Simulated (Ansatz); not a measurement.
A surface is cut from this relaxed crystal of AlAs:

Space group F-43m (No. 216). a = 5.728 Å, b = 5.728 Å, c = 5.728 Å, α = 90.00°, β = 90.00°, γ = 90.00°
```
atom site symmetry x y z
  Al    4a      -43m  0.0000  0.0000  0.0000
  As    4c      -43m  0.2500  0.2500  0.2500
```

Miller indices refer to the conventional cell of F-43m (No. 216), a = 5.728 Å, b = 5.728 Å, c = 5.728 Å, α = 90.00°, β = 90.00°, γ = 90.00°. The bulk's gap is 1.50 eV.

The (100) slab of 7 planes, 8.6 Å thick with 15 Å of vacuum as cut; outer planes Al (top) and Al (bottom).

The calculation used DFT PBE, scalar-relativistic, plane waves, PAW in Ansatz 0.2.0. Plane waves to 420 eV, a k mesh through Γ of 7×7×1 on the computed 7-atom cell and Gaussian smearing (0.05 eV); no spin polarisation. A dipole correction removes the field between periodic images along c.

The slab isn't stoichiometric (Al4As3), so its surface energy depends on the chemical potentials; it is given with the excess atoms taken from the element's standard state, a limit at which the compound may itself be unstable, so the figure can be too low. This cut of an insulator is polar or leaves open shells, so the slab is metallic here; real surfaces compensate by reconstruction or adsorbates.

Results for the relaxed slab:

```
Surface energy with the excess atoms taken from the elements : 1.85 J/m²
Gap of the slab on the mesh                                  : none (metal or semimetal)
Work function                                                : 4.76 eV
```

Relaxation lowers the energy by 0.019 J/m² a face; the largest move is 0.105 Å.

| plane (bottom to top) | atoms | spacing to next, bulk (Å) | relaxed (Å) | change (%) |
| --- | --- | --- | --- | --- |
| 1 | Al | 1.432 | 1.521 | +6.2 |
| 2 | As | 1.432 | 1.448 | +1.1 |
| 3 | Al | 1.432 | 1.432 | 0.0 |
| 4 | As | 1.432 | 1.432 | 0.0 |
| 5 | Al | 1.432 | 1.448 | +1.1 |
| 6 | As | 1.432 | 1.521 | +6.2 |
| 7 | Al |  |  |  |